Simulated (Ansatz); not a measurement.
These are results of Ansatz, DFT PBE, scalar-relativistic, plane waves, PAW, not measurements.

Plane waves to 420 eV, a k mesh through Γ of 12×12×8 on the computed 3-atom cell and Gaussian smearing (0.10 eV); no spin polarisation.

Structure with the computed forces (eV/Å) in the last three columns:

```xyz
3
Lattice="3.9449 0.0000 0.0000 -1.9724 3.4164 0.0000 0.0000 0.0000 4.9608" Properties=species:S:1:pos:R:3:forces:R:3 pbc="T T T" pressure_GPa=25.66
Te    0.0000    2.2776    1.1703    0.0000    0.0000    3.3770
Te    1.9724    1.1388    3.7905    0.0000    0.0000   -3.3770
Pt    0.0000    0.0000    0.0000    0.0000    0.0000    0.0000
```

Stress tensor (GPa, compression positive):

```
27.60  0.00  0.00
 0.00 27.60  0.00
 0.00  0.00 21.79
```

Spin–orbit coupling is left out, which can shift energies with elements as heavy as these.